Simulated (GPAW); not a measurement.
A calculation with GPAW 26.7.0 of B (ASE script, structure typed inline):

File run.py:

```python
from ase import Atoms
from ase.dft.bandgap import bandgap
from ase.io import write
from ase.units import GPa
from gpaw import GPAW, PW

atoms = Atoms(['B'],
              cell=[[1.88524, 0.0, 0.0],
                    [0.0, 1.88524, 0.0],
                    [0.0, 0.0, 1.88524]],
              scaled_positions=[[0.5, 0.5, 0.5]],
              pbc=True)

calc = GPAW(mode=PW(800),
            xc='PBE',
            kpts={'size': (14, 14, 14), 'gamma': True},
            occupations={'name': 'fermi-dirac', 'width': 0.05},
            nbands=7,
            convergence={'density': 1e-05, 'energy': 1e-05},
            maxiter=150,
            txt='gpaw.txt')
atoms.calc = calc
energy = atoms.get_potential_energy()
forces = atoms.get_forces()
stress = atoms.get_stress()
calc.write('gs.gpw')
write('result.traj', atoms)
print(f'Energy: {energy:.6f} eV')
print('Forces (eV/A):')
print(forces.round(4))
print('Stress (GPa):', (stress / GPa).round(3))
print('Fermi level:', round(calc.get_fermi_level(), 4), 'eV')
print(f'Gap: {bandgap(calc)[0]:.4f} eV, direct: {bandgap(calc, direct=True)[0]:.4f} eV')
```

Potentials or basis: GPAW PAW data sets (gpaw-data 1.2.1), pw.

The run is started by

```console
$ OMP_NUM_THREADS=1 python run.py
```

The cell was built by a generator and needn't be a form met in nature.

Question: Write the same calculation in another form: native input, structure from a POSCAR.

Answer: As run:

The input run.py:

```python
from ase.io import read
from gpaw import PW
from gpaw.dft import DFT

atoms = read('POSCAR')

dft = DFT(atoms,
          mode=PW(800),
          xc='PBE',
          kpts={'size': (14, 14, 14), 'gamma': True},
          occupations={'name': 'fermi-dirac', 'width': 0.05},
          nbands=7,
          convergence={'density': 1e-05, 'energy': 1e-05},
          maxiter=150,
          txt='gpaw.txt')
print(f'Energy: {dft.calculate_energy():.6f} eV')
print('Forces (eV/A):')
print(dft.calculate_forces().round(4))
print('Stress (eV/A^3):', dft.calculate_stress().round(6))
dft.write_gpw_file('gs.gpw')
```

POSCAR

```
B
1.0
    1.8852400000      0.0000000000      0.0000000000
    0.0000000000      1.8852400000      0.0000000000
    0.0000000000      0.0000000000      1.8852400000
B
1
Direct
    0.5000000000      0.5000000000      0.5000000000
```

Potentials or basis: GPAW PAW data sets (gpaw-data 1.2.1), pw.

Run with:

```sh
$ OMP_NUM_THREADS=1 python run.py
```

Both were run:

|  | ASE script, structure typed inline | native input, structure from a POSCAR |
| --- | --- | --- |
| Pressure | -0.1 GPa | -0.1 GPa |
| Band gap on the k mesh | none (metal or under the smearing width) | none (metal or under the smearing width) |

Keys that steer only the numerical path or the files written may differ.
